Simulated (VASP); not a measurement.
Set up this calculation in VASP 6.6.1, as the native input.

```yaml
Task: single point
Functional: r2SCAN
Dispersion: rVV10
Potentials_or_basis: VASP PAW PBE potentials, release 64 (Al)
Cutoff: 520 eV
k_mesh: 18 × 18 × 18
Occupations: gaussian, width 0.1 eV
Spin: no spin polarisation
Further_INCAR_settings: ALGO = Normal; EDIFF = 1e-07
```

The structure of Al lies in POSCAR:

```
Al                                      
1.0
    0.0000000000      1.9916179860      1.9916179860
    1.9916179860      0.0000000000      1.9916179860
    1.9916179860      1.9916179860      0.0000000000
  Al            
     1
Direct
     0.0000000000000000    0.0000000000000000    0.0000000000000000
```

These files were run (other wordings do the same):

INCAR

```
SYSTEM = Al
PREC = Accurate
ENCUT = 520
EDIFF = 1E-7
ISMEAR = 0
SIGMA = 0.1
LREAL = .FALSE.
LASPH = .TRUE.
NELM = 80
ALGO = Normal
ISIF = 2
LWAVE = .FALSE.
LCHARG = .FALSE.
METAGGA = R2SCAN
LMIXTAU = .TRUE.
LUSE_VDW = .TRUE.
IVDW_NL = 2
BPARAM = 11.95
CPARAM = 0.0093
```

KPOINTS

```
Automatic mesh
0
G
  18 18 18
  0 0 0
```

Potentials or basis: VASP PAW PBE potentials, release 64 (Al).

Run with:

```bash
$ cat potpaw_PBE.64/Al/POTCAR > POTCAR
$ mpirun -np 1 vasp_std > vasp.out
```

Results of the run:

```
Pressure               : 0.0 GPa
Band gap on the k mesh : none (metal or under the smearing width)
```

Caveat: the PAW data sets were made with another functional, which shifts forces and pressure a little.

Wall time 50 s on 1 thread of Intel(R) Xeon(R) 6975P-C (Granite Rapids), with other jobs on the host, peak memory 0.22 GiB.
